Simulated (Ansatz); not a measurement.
# Zn: the cost of one run

Computed with Ansatz 0.2.0 (DFT PBE, scalar-relativistic, plane waves, PAW, unless a step's input says otherwise).

This is Zn in the fcc structure; at room conditions it is hcp.

### 1 The structure to begin with

It takes space group Fm-3m (No. 225, cubic). Conventional cell: a = 3.930 Å, b = 3.930 Å, c = 3.930 Å, α = 90.00°, β = 90.00°, γ = 90.00°. Zn (site symmetry m-3m) is surrounded by 12 Zn at 2.78 Å.

As a file:

```cif
data_structure
_symmetry_space_group_name_H-M 'Fm-3m'
_symmetry_Int_Tables_number 225
_cell_length_a 3.9296
_cell_length_b 3.9296
_cell_length_c 3.9296
_cell_angle_alpha 90.000
_cell_angle_beta 90.000
_cell_angle_gamma 90.000
_cell_volume 60.68
loop_
_atom_site_label
_atom_site_type_symbol
_atom_site_symmetry_multiplicity
_atom_site_Wyckoff_symbol
_atom_site_fract_x
_atom_site_fract_y
_atom_site_fract_z
_atom_site_occupancy
Zn1 Zn 4 a 0.00000 0.00000 0.00000 1
```

The structure comes from the Materials Project (structure only).

(A quick probe on a coarse mesh, which set the mesh and smearing, is not shown.)

### 3 Full relaxation

Contents of input.yaml:

```yaml
crystal:
  lattice:
    - [0.0, 1.964776, 1.964776]
    - [1.964776, 0.0, 1.964776]
    - [1.964776, 1.964776, 0.0]
  atoms:
    - { symbol: Zn, position: [0.0, 0.0, 0.0] }
basis:
  ecutwfc: 420
kpoints:
  mp_grid: { grid: [18, 18, 18] }
hamiltonian:
  xc: pbe
scf:
  occupations: { method: gaussian, width: 0.1 }
output:
  forces: true
  stress: true
  eigenvalues: true
relax:
  adjacent_minimum: "off"
  f_tol: 0.005
  max_steps: 80
  cell: { stress_tol: 0.05 }
```

Started as:

```bash
$ ansatz run input.yaml --threads 4 --pin off --max-ram 8192MiB --backend cpu --events-out ev --progress --plain --runs-dir out
```

Q: Estimate wall time and peak memory on 4 threads of Arm Neoverse V1, shared host.

About 2 s, with a peak of 0.32 GiB.
